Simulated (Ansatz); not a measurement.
# Electron scattering at the Σ9 (221) boundary in fcc Ir with Mg (substitutional)

Aim: the relaxed structure and the specific resistance of the Σ9 (221) boundary in fcc Ir with Mg (substitutional).

Program: Ansatz 0.2.0. Level of theory: Ansatz plane-wave DFT, PBE, PAW files; relaxation of a bicrystal slab with its lowest layers held; PAW set soft_1, in the first sound run; inputs show where later runs differ. Results are calculated unless marked as measured.

### 1. Starting point

The cell holds 30 atoms: 29 Ir and 1 Mg. Its edges and angles: a = 2.715 Å, b = 8.145 Å, c = 30.197 Å, α = 90.0°, β = 90.0°, γ = 90.0°. It derives from Ir. built on the (2 2 1) plane; 2 overlapping atoms removed and the grains opened by 0 Å. Vacuum lies along c.

### 2. Relaxing the bicrystal

The boundary is built by mirroring the lower grain in the boundary plane and removing any atoms that overlap; then the Mg is put in at the boundary. A thin bicrystal slab is relaxed first, with the lowest layers held and the upper grain free to shift and open.

Input file input.yaml:

```yaml
crystal:
  lattice:
    - [2.7148657757, 0.0, 0.0]
    - [0.0, 8.1445973271, 0.0]
    - [0.0, 0.0, 30.197]
  atoms:
    - { symbol: Ir, position: [0.5000000002, 0.3888888889, 0.1655793622] }
    - { symbol: Ir, position: [2.0e-10, 0.6666666667, 0.186770209] }
    - { symbol: Ir, position: [0.5000000002, 0.9444444445, 0.2079610557] }
    - { symbol: Ir, position: [2.0e-10, 0.2222222222, 0.2291519025] }
    - { symbol: Ir, position: [0.5000000002, 0.5, 0.2503427493] }
    - { symbol: Ir, position: [1.0e-10, 0.7777777778, 0.2715335961] }
    - { symbol: Ir, position: [0.5000000001, 0.0555555556, 0.2927244428] }
    - { symbol: Ir, position: [1.0e-10, 0.3333333333, 0.3139152896] }
    - { symbol: Ir, position: [0.5000000001, 0.6111111111, 0.3351061364] }
    - { symbol: Ir, position: [1.0e-10, 0.8888888889, 0.3562969831] }
    - { symbol: Ir, position: [0.5000000001, 0.1666666667, 0.3774878299] }
    - { symbol: Ir, position: [0.0, 0.4444444444, 0.3986786767] }
    - { symbol: Ir, position: [0.5, 0.7222222222, 0.4198695235] }
    - { symbol: Mg, position: [0.0, 0.0, 0.4410603702] }
    - { symbol: Ir, position: [0.0, 0.4444444444, 0.4834420638] }
    - { symbol: Ir, position: [0.5000000001, 0.1666666667, 0.5046329106] }
    - { symbol: Ir, position: [1.0e-10, 0.8888888889, 0.5258237573] }
    - { symbol: Ir, position: [0.5000000001, 0.6111111111, 0.5470146041] }
    - { symbol: Ir, position: [1.0e-10, 0.3333333333, 0.5682054509] }
    - { symbol: Ir, position: [0.5000000001, 0.0555555556, 0.5893962976] }
    - { symbol: Ir, position: [1.0e-10, 0.7777777778, 0.6105871444] }
    - { symbol: Ir, position: [0.5000000002, 0.5, 0.6317779912] }
    - { symbol: Ir, position: [2.0e-10, 0.2222222222, 0.652968838] }
    - { symbol: Ir, position: [0.5000000002, 0.9444444445, 0.6741596847] }
    - { symbol: Ir, position: [2.0e-10, 0.6666666667, 0.6953505315] }
    - { symbol: Ir, position: [0.5000000002, 0.3888888889, 0.7165413783] }
    - { symbol: Ir, position: [3.0e-10, 0.1111111111, 0.7377322251] }
    - { symbol: Ir, position: [0.5000000003, 0.8333333334, 0.7589230718] }
    - { symbol: Ir, position: [3.0e-10, 0.5555555556, 0.7801139186] }
    - { symbol: Ir, position: [0.5000000003, 0.2777777778, 0.8013047654] }
kpoints:
  mp_grid: { grid: [9, 3, 1] }
hamiltonian:
  xc: pbe
  pseudopotentials: { kind: paw, azcp: { folder: soft_1 } }
scf:
  occupations: { method: fermi_dirac, width: 0.1 }
relax:
  f_tol: 0.03
  max_steps: 80
  constraints: [{ sites: [0, 1, 2, 3, 4] }]
```

Run with:

```sh
$ ansatz run input.yaml --threads 4 --pin off --max-ram 15360MiB --backend cpu --events-out ev --progress --plain --runs-dir out
```

Numbers of over 12 decimals in the logs are rounded to 6 here.

Log:

```text
Engine: ansatz 0.2.0, aarch64-unknown-linux-gnu
Pseudopotentials: kind: paw
Pseudopotential: Ir, paw, valence charge 17, recommended cutoff 420 eV (normal), soft_1/Ir.paw.azcp
Pseudopotential: Mg, paw, valence charge 10, recommended cutoff 420 eV (normal), soft_1/Mg.paw.azcp
Functional definition: PBE
  parameter kappa = 0.804
  parameter beta = 0.066725
  exchange = pbe_x(kappa = kappa, mu = beta*pi^2/3)
  correlation = pbe_c(beta = beta)
Crystal: 30 atoms, lattice volume = 667.701 Å³
Basis set: ecut = 420 eV, 13167 PW (Γ), exchange–correlation on 40×120×432 points (8 copies of the dense FFT grid, shifted against one another)
Bands: 302, of which v1, the nominal top of the filled ones, is band 252 counted from 1 (251 counted from 0)
Symmetry: 2 space group operations
Space group: Pm (ITA 6), of the structure as read, at distance tolerance 8.7e-5 Å
k-points: 10 of 27 (time reversal used)
Non-local potential: Ir, projectors of the file, l = 0: 3, l = 1: 2, l = 2: 2, l = 3: 1
Non-local potential: Mg, projectors of the file, l = 0: 3, l = 1: 2, l = 2: 1
PAW form: soft (Blöchl's): semilocal exchange-correlation on the pseudo side does not see the compensation charge
PAW one-centre angular grid: Ir, 590 points (default); XC on 64 Gauss nodes
PAW one-centre angular grid: Mg, 110 points (default); XC on 64 Gauss nodes
Initial density: superposition of atomic densities (neutral atoms: chi_scale 0, normalization atom)
Initial wavefunctions: pseudopotential atomic-orbital guess
Functional: x = pbe(κ = 0.804, μ = 0.219515), c = pbe(β = 0.066725)
SCF iter   1: F=—  HF=-348086.077236 eV  |F-HF|=—  |Δ(HF+E_count)|=         —  Δρ=4.07e-2  dr2=3.72e1  ethr=3.10e-3  ⟨swp⟩=7.2  Hψ=12030  notcnv=0  defer=88
preconditioner: auto → LDOS  [metal: Δε(μ)=0.013 eV  Ē_g=6.484 eV  σ=0.100 eV  W_gap=0.03  n_scr=192 (ndim 8)  ℏωp=23.3 eV  f_vac=0.300  D(μ)=31.09/eV (n_scr^D=282)  β→1.0]
SCF iter   2: F=—  HF=-348085.558236 eV  |F-HF|=—  |Δ(HF+E_count)|=   5.19e-1  Δρ=3.11e-2  dr2=1.03e1  ethr=3.10e-3  ⟨swp⟩=3.0  Hψ=6228  notcnv=0  defer=127
SCF iter   3: F=—  HF=-348082.965469 eV  |F-HF|=—  |Δ(HF+E_count)|=    2.59e0  Δρ=7.49e-3  dr2=1.14e0  ethr=2.05e-3  ⟨swp⟩=3.0  Hψ=6209  notcnv=0  defer=126
SCF iter   4: F=—  HF=-348082.807018 eV  |F-HF|=—  |Δ(HF+E_count)|=   1.58e-1  Δρ=3.08e-3  dr2=7.88e-2  ethr=2.26e-4  ⟨swp⟩=2.1  Hψ=5762  notcnv=0  defer=125
SCF iter   5: F=—  HF=-348082.787710 eV  |F-HF|=—  |Δ(HF+E_count)|=   1.93e-2  Δρ=1.09e-3  dr2=1.99e-2  ethr=1.57e-5  ⟨swp⟩=3.5  Hψ=6104  notcnv=0  defer=125
SCF iter   6: F=—  HF=-348082.789918 eV  |F-HF|=—  |Δ(HF+E_count)|=   2.21e-3  Δρ=5.06e-4  dr2=3.20e-3  ethr=3.97e-6  ⟨swp⟩=2.0  Hψ=4320  notcnv=0  defer=125
SCF iter   7: F=—  HF=-348082.789512 eV  |F-HF|=—  |Δ(HF+E_count)|=   4.07e-4  Δρ=2.69e-4  dr2=1.16e-3  ethr=6.36e-7  ⟨swp⟩=2.8  Hψ=5163  notcnv=0  defer=125
SCF iter   8: F=—  HF=-348082.789415 eV  |F-HF|=—  |Δ(HF+E_count)|=   9.68e-5  Δρ=9.05e-5  dr2=8.81e-5  ethr=2.30e-7  ⟨swp⟩=2.0  Hψ=4117  notcnv=0  defer=125
SCF iter   9: F=—  HF=-348082.789422 eV  |F-HF|=—  |Δ(HF+E_count)|=   7.74e-6  Δρ=4.87e-5  dr2=2.88e-5  ethr=4.47e-9  ⟨swp⟩=5.0  Hψ=11233  notcnv=0
SCF iter  10: F=-348082.789413 eV  HF=-348082.789419 eV  |F-HF|=6.03e-6  |Δ(HF+E_count)|=   3.32e-6  Δρ=2.51e-5  dr2=6.63e-6  ethr=4.47e-9  ⟨swp⟩=4.0  Hψ=9100  notcnv=0
SCF 1 converged in 10 iterations: F = -348082.789413 eV  dr2 = 6.63e-6
  greatest PAW one-centre occupation: 1.000 electrons in one spin orbital (limit 2), on the Mg atom at site 13 (counted from 0), in its partial waves of l = 0
relax step   1: F+E_penalty+E_count = -348082.78941313 eV  Δ(F+E_penalty+E_count) = +0.000e0 eV  max|allowed force component| = 1.106e0 eV/Å  Δτ_max = 0.0000 Å  (10 SCF iters, dr2 threshold 2.25e-5 eV, accepted)
Initial density: handed on by an earlier stage of this run
Initial wavefunctions: those handed on with the density
iter 1 solved again at ethr=5.85e-4 eV; its pass at ethr=3.10e-3 eV (dr2=2.94e0 eV) is discarded
SCF iter   1: F=—  HF=-348083.275572 eV  |F-HF|=—  |Δ(HF+E_count)|=         —  Δρ=1.08e-2  dr2=2.76e0  ethr=5.85e-4  ⟨swp⟩=1.5  Hψ=10246  notcnv=0  defer=120
preconditioner: auto → LDOS  [metal: Δε(μ)=0.005 eV  Ē_g=6.347 eV  σ=0.100 eV  W_gap=0.01  n_scr=192 (ndim 8)  ℏωp=23.3 eV  f_vac=0.305  D(μ)=32.58/eV (n_scr^D=312)  β→1.0]
SCF iter   2: F=—  HF=-348083.217670 eV  |F-HF|=—  |Δ(HF+E_count)|=   5.79e-2  Δρ=4.17e-3  dr2=2.57e-1  ethr=5.48e-4  ⟨swp⟩=2.1  Hψ=4546  notcnv=0  defer=120
SCF iter   3: F=—  HF=-348083.187319 eV  |F-HF|=—  |Δ(HF+E_count)|=   3.04e-2  Δρ=2.47e-3  dr2=1.21e-1  ethr=5.11e-5  ⟨swp⟩=2.9  Hψ=5718  notcnv=0  defer=120
SCF iter   4: F=—  HF=-348083.158336 eV  |F-HF|=—  |Δ(HF+E_count)|=   2.90e-2  Δρ=5.14e-4  dr2=3.67e-3  ethr=2.40e-5  ⟨swp⟩=2.3  Hψ=4635  notcnv=0  defer=120
SCF iter   5: F=—  HF=-348083.159017 eV  |F-HF|=—  |Δ(HF+E_count)|=   6.82e-4  Δρ=1.53e-4  dr2=3.78e-4  ethr=7.29e-7  ⟨swp⟩=3.0  Hψ=5637  notcnv=0  defer=126
SCF iter   6: F=-348083.158999 eV  HF=-348083.159011 eV  |F-HF|=1.15e-5  |Δ(HF+E_count)|=   6.68e-6  Δρ=5.59e-5  dr2=3.64e-5  ethr=1.52e-8  ⟨swp⟩=3.2  Hψ=12625  notcnv=0
SCF 2 converged in 6 iterations: F = -348083.158999 eV  dr2 = 3.64e-5
relax step   2: F+E_penalty+E_count = -348083.15899926 eV  Δ(F+E_penalty+E_count) = -3.696e-1 eV  max|allowed force component| = 1.287e0 eV/Å  Δτ_max = 0.1960 Å  (6 SCF iters, dr2 threshold 7.64e-5 eV, accepted)
iter 1 solved again at ethr=1.86e-4 eV; its pass at ethr=3.10e-3 eV (dr2=9.38e-1 eV) is discarded
SCF iter   1: F=—  HF=-348083.387688 eV  |F-HF|=—  |Δ(HF+E_count)|=         —  Δρ=1.25e-2  dr2=9.36e-1  ethr=1.86e-4  ⟨swp⟩=1.9  Hψ=11811  notcnv=0  defer=117
preconditioner: auto → LDOS  [metal: Δε(μ)=0.012 eV  Ē_g=6.346 eV  σ=0.100 eV  W_gap=0.03  n_scr=192 (ndim 8)  ℏωp=23.3 eV  f_vac=0.306  D(μ)=32.38/eV (n_scr^D=304)  β→1.0]
SCF iter   2: F=—  HF=-348083.386206 eV  |F-HF|=—  |Δ(HF+E_count)|=   1.48e-3  Δρ=3.13e-3  dr2=8.95e-2  ethr=1.86e-4  ⟨swp⟩=2.0  Hψ=5112  notcnv=0  defer=117
SCF iter   3: F=—  HF=-348083.370669 eV  |F-HF|=—  |Δ(HF+E_count)|=   1.55e-2  Δρ=1.51e-3  dr2=2.52e-2  ethr=1.78e-5  ⟨swp⟩=2.8  Hψ=6070  notcnv=0  defer=117
SCF iter   4: F=—  HF=-348083.363275 eV  |F-HF|=—  |Δ(HF+E_count)|=   7.39e-3  Δρ=4.89e-4  dr2=1.67e-3  ethr=5.01e-6  ⟨swp⟩=2.4  Hψ=4942  notcnv=0  defer=123
SCF iter   5: F=—  HF=-348083.362759 eV  |F-HF|=—  |Δ(HF+E_count)|=   5.16e-4  Δρ=9.61e-5  dr2=6.40e-5  ethr=3.31e-7  ⟨swp⟩=2.0  Hψ=5381  notcnv=0  defer=123
SCF iter   6: F=-348083.362741 eV  HF=-348083.362749 eV  |F-HF|=8.36e-6  |Δ(HF+E_count)|=   9.88e-6  Δρ=3.66e-5  dr2=1.65e-5  ethr=1.27e-8  ⟨swp⟩=5.0  Hψ=10802  notcnv=0
SCF 3 converged in 6 iterations: F = -348083.362741 eV  dr2 = 1.65e-5
relax step   3: F+E_penalty+E_count = -348083.36274101 eV  Δ(F+E_penalty+E_count) = -2.037e-1 eV  max|allowed force component| = 2.814e-1 eV/Å  Δτ_max = 0.1815 Å  (6 SCF iters, dr2 threshold 1.00e-4 eV, accepted)
[...]
relax step   4: F+E_penalty+E_count = -348083.41536578 eV  Δ(F+E_penalty+E_count) = -5.262e-2 eV  max|allowed force component| = 2.918e-1 eV/Å  Δτ_max = 0.1844 Å  (7 SCF iters, dr2 threshold 4.95e-6 eV, accepted)
[...]
relax step   5: F+E_penalty+E_count = -348083.43958500 eV  Δ(F+E_penalty+E_count) = -2.422e-2 eV  max|allowed force component| = 1.440e-1 eV/Å  Δτ_max = 0.0966 Å  (7 SCF iters, dr2 threshold 5.32e-6 eV, accepted)
[...]
relax step   6: F+E_penalty+E_count = -348083.45748538 eV  Δ(F+E_penalty+E_count) = -1.790e-2 eV  max|allowed force component| = 1.066e-1 eV/Å  Δτ_max = 0.1159 Å  (7 SCF iters, dr2 threshold 5.05e-6 eV, accepted)
[...]
relax step   7: F+E_penalty+E_count = -348083.47197777 eV  Δ(F+E_penalty+E_count) = -1.449e-2 eV  max|allowed force component| = 2.287e-1 eV/Å  Δτ_max = 0.1949 Å  (7 SCF iters, dr2 threshold 2.77e-6 eV, accepted)
[...]
relax step   8: F+E_penalty+E_count = -348083.47746558 eV  Δ(F+E_penalty+E_count) = -5.488e-3 eV  max|allowed force component| = 6.718e-2 eV/Å  Δτ_max = 0.0541 Å  (5 SCF iters, dr2 threshold 2.87e-5 eV, accepted)
[...]
relax step   9: F+E_penalty+E_count = -348083.47852134 eV  Δ(F+E_penalty+E_count) = -1.056e-3 eV  max|allowed force component| = 3.066e-2 eV/Å  Δτ_max = 0.0523 Å  (7 SCF iters, accepted)
SCF iter   1: F=—  HF=-348083.477455 eV  |F-HF|=—  |Δ(HF+E_count)|=         —  Δρ=3.14e-4  dr2=2.11e-3  ethr=7.32e-7  ⟨swp⟩=3.3  Hψ=6365  notcnv=0  defer=132
preconditioner: auto → LDOS  [metal: Δε(μ)=0.002 eV  Ē_g=6.339 eV  σ=0.100 eV  W_gap=0.01  n_scr=192 (ndim 8)  ℏωp=23.3 eV  f_vac=0.303  D(μ)=32.91/eV (n_scr^D=320)  β→1.0]
SCF iter   2: F=—  HF=-348083.477340 eV  |F-HF|=—  |Δ(HF+E_count)|=   1.15e-4  Δρ=1.45e-4  dr2=3.13e-4  ethr=4.20e-7  ⟨swp⟩=2.0  Hψ=4651  notcnv=0  defer=132
SCF iter   3: F=—  HF=-348083.477310 eV  |F-HF|=—  |Δ(HF+E_count)|=   3.07e-5  Δρ=7.44e-5  dr2=1.04e-4  ethr=6.23e-8  ⟨swp⟩=3.0  Hψ=5939  notcnv=0  defer=132
SCF iter   4: F=—  HF=-348083.477295 eV  |F-HF|=—  |Δ(HF+E_count)|=   1.47e-5  Δρ=2.24e-5  dr2=7.34e-6  ethr=2.07e-8  ⟨swp⟩=2.0  Hψ=4415  notcnv=0  defer=132
SCF iter   5: F=—  HF=-348083.478666 eV  |F-HF|=—  |Δ(HF+E_count)|=   1.37e-3  Δρ=5.38e-6  dr2=4.73e-7  ethr=1.46e-9  ⟨swp⟩=2.1  Hψ=4704  notcnv=0  defer=132
SCF iter   6: F=-348083.478666 eV  HF=-348083.478666 eV  |F-HF|=5.94e-8  |Δ(HF+E_count)|=   5.05e-8  Δρ=1.83e-6  dr2=7.41e-8  ethr=1.99e-11  ⟨swp⟩=5.0  Hψ=11060  notcnv=0
SCF 10 converged in 6 iterations: F = -348083.478666 eV  dr2 = 7.41e-8
relax step  10: F+E_penalty+E_count = -348083.47866591 eV  Δ(F+E_penalty+E_count) = -1.446e-4 eV  max|allowed force component| = 2.149e-2 eV/Å  Δτ_max = 0.0139 Å  (6 SCF iters, accepted)
SCF converged after 6 iterations
Free energy (F): -348083.478666 eV
Harris-Foulkes:  -348083.478666 eV  (|F-HF|=5.94e-8)
Internal energy: -348082.387562 eV  (E = F + TS)
E sigma→0 (E₀):  -348082.933114 eV
Entropy (-TS):   -1.091104 eV (-36.370 meV/atom)
Fermi energy:    14.070128 eV
--- Per-component energies (eV) ---
  E_band       = -8284.997038
  E_kinetic    = 15709.542474
  E_local      = -598631.868829  (includes V_loc(G=0)·N_el)
  E_nonlocal   = 5705.499148
  E_hartree    = 292285.244982
  E_xc         = -6690.787600
  E_vxc        = -7460.510627  (∫ρ·V_xc dr)
  E_paw        = -268990.215171  (= ΣΔE_a)
  E_vpaw       = -8178.218604  (= ΣTr[D̂ρ^β])
  E_aug_tail   = 0.010014  (compensation charges beyond the density's cutoff)
  E_ewald      = 212530.187421
  E_smearing   = -1.091104  (= −TS)
  E_closure    = -0.000000  (closes the sum)
  Σ components = -348083.478666   (vs F -348083.478666, Δ=0.00e0)
--- Forces (eV/Å), atoms counted from 1 ---
  atom   1  Ir     0.00000000     0.67528767     1.10597157
  atom   2  Ir    -0.00000000    -0.20478168     0.16685924
  atom   3  Ir    -0.00000000    -0.34169862     0.18197952
  atom   4  Ir    -0.00000000    -0.34092602    -1.23006401
  atom   5  Ir     0.00000000     0.21743299    -0.22268561
  atom   6  Ir     0.00000000     0.00200328    -0.00561407
  atom   7  Ir    -0.00000000     0.00112644    -0.00040270
  atom   8  Ir    -0.00000000    -0.00272356     0.00018254
  atom   9  Ir    -0.00000000    -0.00369110    -0.00109701
  atom  10  Ir    -0.00000000    -0.00326991    -0.01017467
  atom  11  Ir    -0.00000000    -0.00116684     0.01762396
  atom  12  Ir    -0.00000000    -0.00776991     0.00352265
  atom  13  Ir    -0.00000000    -0.00531595    -0.00177699
  atom  14  Mg     0.00000000     0.02148565     0.00160036
  atom  15  Ir    -0.00000000    -0.00509765    -0.00134185
  atom  16  Ir    -0.00000000     0.00192368    -0.00685226
  atom  17  Ir    -0.00000000     0.00798465     0.00665165
  atom  18  Ir    -0.00000000    -0.00334481    -0.00183851
  atom  19  Ir     0.00000000    -0.00660243    -0.00644146
  atom  20  Ir     0.00000000     0.00372975    -0.00027217
  atom  21  Ir     0.00000000     0.00180745     0.00156273
  atom  22  Ir     0.00000000    -0.00476863    -0.00130524
  atom  23  Ir    -0.00000000    -0.00306267     0.00116571
  atom  24  Ir    -0.00000000     0.00377002     0.00344368
  atom  25  Ir    -0.00000000     0.00295772     0.00294790
  atom  26  Ir     0.00000000    -0.00386821     0.00038981
  atom  27  Ir     0.00000000    -0.00248861     0.00089682
  atom  28  Ir     0.00000000    -0.00145522     0.00457973
  atom  29  Ir     0.00000000    -0.00010636    -0.00405083
  atom  30  Ir     0.00000000     0.00262602    -0.00544667
  max |Σ_I F_I| component: 1.38e-5 eV/Å
--- Relaxed structure (10 steps of the walk, 10 accepted, 0 SCFs on fresh bases) ---
  F+E_penalty+E_count = -348083.47866591 eV   max|allowed force component| = 2.149e-2 eV/Å
  atoms:
    - { symbol: Ir, position: [0.5, 0.388889, 0.1655793622] }
    - { symbol: Ir, position: [0.0, 0.666667, 0.186770209] }
    - { symbol: Ir, position: [0.5, 0.944444, 0.2079610557] }
    - { symbol: Ir, position: [0.0, 0.222222, 0.2291519025] }
    - { symbol: Ir, position: [0.5, 0.500000, 0.2503427493] }
    - { symbol: Ir, position: [7.491903375274685e-19, 0.780027, 0.271996] }
    - { symbol: Ir, position: [0.5, 0.057575, 0.292952] }
    - { symbol: Ir, position: [7.84931959879668e-19, 0.335690, 0.312934] }
    - { symbol: Ir, position: [0.5, 0.611515, 0.335488] }
    - { symbol: Ir, position: [0, 0.888642, 0.358524] }
    - { symbol: Ir, position: [0.5, 0.172914, 0.376294] }
    - { symbol: Ir, position: [-1.5182935951439843e-18, 0.439886, 0.399979] }
    - { symbol: Ir, position: [0.5, 0.715738, 0.421635] }
    - { symbol: Mg, position: [8.695470607447255e-18, 0.026107, 0.442955] }
    - { symbol: Ir, position: [3.261507638781038e-17, 0.542368, 0.483064] }
    - { symbol: Ir, position: [0.5, 0.260219, 0.502516] }
    - { symbol: Ir, position: [3.2657515643237467e-17, 0.986940, 0.527933] }
    - { symbol: Ir, position: [0.5, 0.710290, 0.545067] }
    - { symbol: Ir, position: [3.2040006425394925e-17, 0.429530, 0.566942] }
    - { symbol: Ir, position: [0.5, 0.153092, 0.589760] }
    - { symbol: Ir, position: [3.1930249307340756e-17, 0.873645, 0.610916] }
    - { symbol: Ir, position: [0.5, 0.596363, 0.631837] }
    - { symbol: Ir, position: [3.225899734773399e-17, 0.319077, 0.653579] }
    - { symbol: Ir, position: [0.5, 1.044354, 0.675333] }
    - { symbol: Ir, position: [3.3064036165999516e-17, 0.765938, 0.695109] }
    - { symbol: Ir, position: [0.5, 0.486634, 0.716164] }
    - { symbol: Ir, position: [6.377420912170612e-18, 0.204785, 0.741819] }
    - { symbol: Ir, position: [0.5, 0.926259, 0.758999] }
    - { symbol: Ir, position: [7.964624680909742e-18, 0.653994, 0.779736] }
    - { symbol: Ir, position: [0.5, 0.386032, 0.799216] }
```

It took 13 min on 4 threads of Arm Neoverse V1, shared host; peak memory 4.2 GiB; 53 min of CPU time.

Step by step:

| step | energy less that of the first step (eV) | largest force component (eV/Å) |
| --- | --- | --- |
| 1 | 0.0000 | 1.1058 |
| 2 | -0.3696 | 1.2872 |
| 3 | -0.5733 | 0.2814 |
| 4 | -0.6260 | 0.2918 |
| 5 | -0.6502 | 0.1440 |
| 6 | -0.6681 | 0.1066 |
| 7 | -0.6826 | 0.2287 |
| 8 | -0.6881 | 0.0672 |
| 9 | -0.6891 | 0.0307 |
| 10 | -0.6893 | 0.0215 |

The run keeps the 2 symmetry operations that it works with, so distortions that break them were not tested.

The atoms that moved most (Å):

| atom | dx | dy | dz | length |
| --- | --- | --- | --- | --- |
| Ir30 | 0.000 | 0.882 | -0.063 | 0.884 |
| Ir24 | 0.000 | 0.814 | 0.035 | 0.814 |
| Ir18 | 0.000 | 0.808 | -0.059 | 0.810 |
| Ir25 | 0.000 | 0.809 | -0.007 | 0.809 |
| Ir29 | 0.000 | 0.802 | -0.011 | 0.802 |
| Ir17 | 0.000 | 0.799 | 0.064 | 0.801 |
| Ir15 | 0.000 | 0.798 | -0.011 | 0.798 |
| Ir26 | 0.000 | 0.796 | -0.011 | 0.796 |

Numbers from this step:

```
free energy             : -348083.4787 eV
energy at zero smearing : -348082.9331 eV
Fermi energy            : 14.07 eV
```

The largest force component on a free atom ends at 0.021 eV/Å, under the tolerance of 0.03, after 10 steps.

(Part 1 of 2 ends here.)

[Logs are printed without paths, hosts, clocks, repeated set-up lines and the standing remarks that a program may print on its own settings, such as how far it seeks lower states.]

[Hosts, paths, dates, database ids (printed as entryN), source tags and the programs' standing remarks are cut or masked in the printed files.]
